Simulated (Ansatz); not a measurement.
Relativistic treatment of As

```
As
1.0
     1.87975    1.08527    3.48577
    -1.87975    1.08527    3.48577
     0.00000   -2.17055    3.48577
As
2
Direct
  0.22754 0.22754 0.22754
  0.77246 0.77246 0.77246
```

Atoms are numbered in the order listed.

Conventional cell: a = 3.759 Å, b = 3.759 Å, c = 10.457 Å, α = 90.00°, β = 90.00°, γ = 120.00°. As (atom 1) has 3 As at 2.52 Å as nearest neighbours.

Structure: COD 9009651, as refined from experiment and not relaxed.

One fixed cell is solved with PBE by full-potential LAPW in Ansatz 0.2.0 under different relativistic treatments. Pressure is positive in compression.

The runs use a Γ-centred 13×13×13 k mesh, Fermi–Dirac smearing of 0.05 eV, basis error target 1 meV/atom, no spin polarisation.

```csv
setting,P (GPa),force As1 z (eV/Å)
scalar-relativistic,3.60,0.224
non-relativistic,?,?
with spin–orbit coupling,3.62,0.222
"scalar-relativistic, point nuclei",3.60,0.224
```

What belongs in the row "non-relativistic", column "P (GPa)"?

3.80.

What belongs in the row "non-relativistic", column "force As1 z (eV/Å)"?

0.259.
